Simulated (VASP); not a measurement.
Set up this calculation in VASP 6.6.1, as the native input.

- Task: relaxation of the atoms
- Functional: LDA
- Potentials or basis: VASP PAW LDA potentials, release 64 (Ta_pv, C)
- Cutoff: 600 eV
- k mesh: 14 × 14 × 14
- Occupations: methfessel-paxton, width 0.1 eV
- Spin: no spin polarisation
- Further INCAR settings: ALGO = Fast; EDIFF = 1e-07; IBRION = 2; EDIFFG = -0.01; NSW = 40

The structure of TaC lies in POSCAR:

```
TaC                                     
1.0
   -0.0000000000      2.1956330802      2.1956330802
    2.1956330802      0.0000000000      2.1956330802
    2.1956330802      2.1956330802     -0.0000000000
  Ta              C             
     1     1
Direct
     0.0000000000000000    0.0000000000000000    0.0000000000000000
     0.5000000000000000    0.5000000000000000    0.5000000000000000
```

The cell isn't the ideal one: a relaxed cell with its volume scaled by 0.98.

These files were run (other wordings do the same):

INCAR

```
PREC = Accurate
ENCUT = 600
EDIFF = 1E-7
ISMEAR = 1
SIGMA = 0.1
LREAL = F
LASPH = T
NELM = 80
ALGO = Fast
ISIF = 2
LWAVE = F
LCHARG = F
GGA = CA
IBRION = 2
NSW = 40
EDIFFG = -0.01
```

KPOINTS

```
regular mesh
0
Gamma
  14 14 14
```

Potentials or basis: VASP PAW LDA potentials, release 64 (Ta_pv, C).

Run with:

```sh
$ cat potpaw_LDA.64/Ta_pv/POTCAR potpaw_LDA.64/C/POTCAR > POTCAR
$ mpirun -np 1 vasp_std > vasp.out
```

It gave:

```
Pressure after relaxing : 7.5 GPa
Band gap on the k mesh  : none (metal or under the smearing width)
```

Caveat: the relaxation stopped at its first step, so nothing moved.

Run time: 27 s on 1 thread of Intel(R) Xeon(R) Platinum 8488C (Sapphire Rapids) (shared host), peak memory 0.17 GiB.
